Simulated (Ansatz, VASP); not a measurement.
## One calculation of ZnSe, two programs

```
Zn Se
1.0
     0.00000    2.68350    2.68350
     2.68350    0.00000    2.68350
     2.68350    2.68350    0.00000
Zn Se
1 1
Direct
  0.00000 0.00000 0.00000
  0.50000 0.50000 0.50000
```

Alike in both runs: functional PBE; k mesh 14 × 14 × 14; occupations fermi-dirac, width 0.05 eV; no spin polarisation.

Ansatz relaxed the structure, and its values are those at the end. VASP's run is a single point on that final structure, the one shown.

|  | VASP | Ansatz |
| --- | --- | --- |
| version | VASP 6.6.1 | Ansatz 0.2.0 |
| potentials or method | VASP PAW PBE potentials, release 64 (Zn, Se) | PAW with Ansatz's default frozen-core files, scalar-relativistic |
| plane-wave cutoff (eV) | 520 | 420 |
| valence electrons in the cell | 18 | 28 |

```csv
,VASP,Ansatz,Ansatz less VASP
pressure (GPa),0.2,0.0,-0.18
```

The two sets of potentials don't hold the same shells in valence.
